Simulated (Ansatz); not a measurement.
## Core-electron binding energies in KBr

Cell: a COD entry whose atoms were relaxed with PBE, the cell held, repeated to a supercell; a hole's nearest image is 6.6 Å away.

Space group Fm-3m (No. 225); a = 6.6000 Å.

```csv
site,Wyckoff,site symmetry,x,y,z
K1,4a,m-3m,0.0000,0.0000,0.0000
Br5,4b,m-3m,0.5000,0.5000,0.5000
```

One atom of each set is listed.

Method: Kohn–Sham DFT in Ansatz, PBE, plane waves and PAW, scalar-relativistic, 420 eV cutoff, Γ-centred 3×3×3 k-points, fixed occupations.

Each value is a total-energy difference between the cell with one core hole and the ground state (ΔSCF), counted from the top of the valence band. The valence electrons get no spin in the cell with the hole, so they can't polarise against the unpaired core electron; that puts absolute values high, by some tenths of an eV and in some cases by about 1 eV. The periodic images are corrected with the calculated ε∞ = 2.55.

Task: What binding energies does the calculation give for K 2p, Br 3d?

Result: 

```tsv
line	atom	first shell	E_B (eV)	j = l + ½ / j = l − ½ (eV)
K 2p	1	6 Br at 3.30 Å	291.4	290.4 / 293.2
Br 3d	5	6 K at 3.30 Å	66.9	66.5 / 67.5
```

For p, d and f shells E_B is the weighted mean of the two lines, whose splitting comes from the free atom's Dirac orbitals.

The program doubts some values: the cell is too small to check the potential alignment. Absolute PBE values can be off by an eV or more. Multiplets, satellites and widths aren't calculated.
